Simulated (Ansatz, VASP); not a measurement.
One calculation of BN, two programs

File INCAR:

```
PREC = Accurate ; ENCUT = 520
EDIFF = 1E-6 ; ISMEAR = 0
SIGMA = 0.02 ; LREAL = F
LASPH = T ; NELM = 60
ALGO = Normal ; ISIF = 2
LWAVE = F ; LCHARG = F
GGA = PE ; NBANDS = 11
```

KPOINTS

```
Automatic mesh
0
Gamma
  12 12 12
```

File POSCAR:

```
BN
1.0
    0.0426428531      3.4268076397      2.0625737396
    1.1872856937      0.0152699116      2.0625737396
    1.2299285469      3.4420775514      0.0000000000
B N
1 1
Direct
   -0.0068762661     -0.0068762661      1.0068762661
    0.6735762561      0.6735762561      0.3264237439
```

Input for Ansatz:

```yaml
crystal:
  lattice:
    - [0.0426428531, 3.4268076397, 2.0625737396]
    - [1.1872856937, 0.0152699116, 2.0625737396]
    - [1.2299285469, 3.4420775514, 0.0]
  atoms:
    - { symbol: B, position: [-0.0068762661, -0.0068762661, 1.0068762661] }
    - { symbol: "N", position: [0.6735762561, 0.6735762561, 0.3264237439] }
basis:
  ecutwfc: 420
kpoints:
  mp_grid: { grid: [12, 12, 12] }
hamiltonian:
  xc: pbe
scf:
  occupations: { method: gaussian, width: 0.02 }
output:
  forces: true
  stress: true
  eigenvalues: true
```

Alike in both runs: task single point; functional PBE; k mesh 12 × 12 × 12; occupations gaussian, width 0.02 eV; no spin polarisation.

```csv
,VASP,Ansatz
version,VASP 6.6.1,Ansatz 0.2.0
potentials or method,"VASP PAW PBE potentials, release 64 (B, N)","scalar-relativistic, plane waves, PAW"
plane-wave cutoff (eV),520,420
valence electrons in the cell,8,8
```

Ansatz gave:

```
gap on the k mesh at the Fermi level (eV)       : 3.65
least direct gap on the mesh (eV)               : 4.85
pressure (GPa)                                  : 50.1
largest component of the traceless stress (GPa) : 47.72
rms of the force components (eV/Å)              : 2.184
```

Q: Which values does VASP return?

A: gap on the k mesh at the Fermi level (eV): 3.64; least direct gap on the mesh (eV): 4.84; pressure (GPa): 50.2; largest component of the traceless stress (GPa): 47.97; rms of the force components (eV/Å): 2.176.

Atom by atom the forces differ by 0.007 eV/Å (rms over components).

Caveats: so large a pressure means that the cell lies far from this level's equilibrium, or that cutoff or potentials fall short (VASP); forces of over 1 eV/Å show positions far from the minimum, so gaps and moduli don't describe the material at rest. A k mesh can miss the band edges.
